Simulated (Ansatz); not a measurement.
**A change and its effect: AgI (F-43m)**

```
CELL_PARAMETERS angstrom
0.00000 3.22504 3.22504
3.22504 0.00000 3.22504
3.22504 3.22504 0.00000
ATOMIC_POSITIONS crystal
Ag 0.00000 0.00000 0.00000
I 0.75000 0.75000 0.75000
```

Unless marked otherwise, the numbers come from PBEsol, PAW on Ansatz 0.2.0's default frozen-core files (fitted under PBE), scalar-relativistic. k mesh 8×8×8, strains of ±0.005, fixed occupations, cutoff 420 eV. The cell was relaxed by PAW under this functional.

With these settings the run gives C11 = 38.9, C44 = 27.8 GPa and B_V = 34.3 GPa (clamped ions).

Q: The run is repeated in the same cell with kpoints.mp_grid.grid from [8, 8, 8] to [6, 6, 6]. What moves, and by how much?

A: C11: +0.11 %; C44: -0.06 %; B_V: +0.15 %.

Caveats: frozen-core PAW files fitted under PBE, their cores solved anew for the functional of the run; constants at zero field, no piezoelectric stiffening.
